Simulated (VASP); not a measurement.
A run of VASP 6.6.1:

The input INCAR:

```
  ALGO = Normal
  EDIFF = 1E-7
  EDIFFG = -0.005
  ENCUT = 600
  GGA = PE
  IBRION = 2
  ISIF = 3
  ISMEAR = 0
  LASPH = True
  LCHARG = False
  LREAL = False
  LWAVE = False
  NELM = 80
  NSW = 90
  PREC = Accurate
  SIGMA = 0.02
```

Contents of KPOINTS:

```
k-points
0
Gamma
  8 8 8
```

The input POSCAR:

```
AlP
1.0
    0.0000000000      2.7364837100      2.7364837100
    2.7364837100      0.0000000000      2.7364837100
    2.7364837100      2.7364837100      0.0000000000
Al P
1 1
Direct
    0.0000000000      0.0000000000      0.0000000000
    0.2500000000      0.2500000000      0.2500000000
```

Potentials or basis: VASP PAW PBE potentials, release 64 (Al, P).

Command:

```console
$ cat potpaw_PBE.64/Al/POTCAR potpaw_PBE.64/P/POTCAR > POTCAR
$ mpirun -np 1 vasp_std > vasp.out
```

Hardware: 1 thread of Intel(R) Xeon(R) 6975P-C (Granite Rapids) (shared host).

Problem. Estimate the wall time of this run.

Solution. It took 13 s on 1 thread of Intel(R) Xeon(R) 6975P-C (Granite Rapids), with other jobs on the host, peak memory 0.17 GiB. Counts: scf iterations 31, k points 29, ion steps 3.
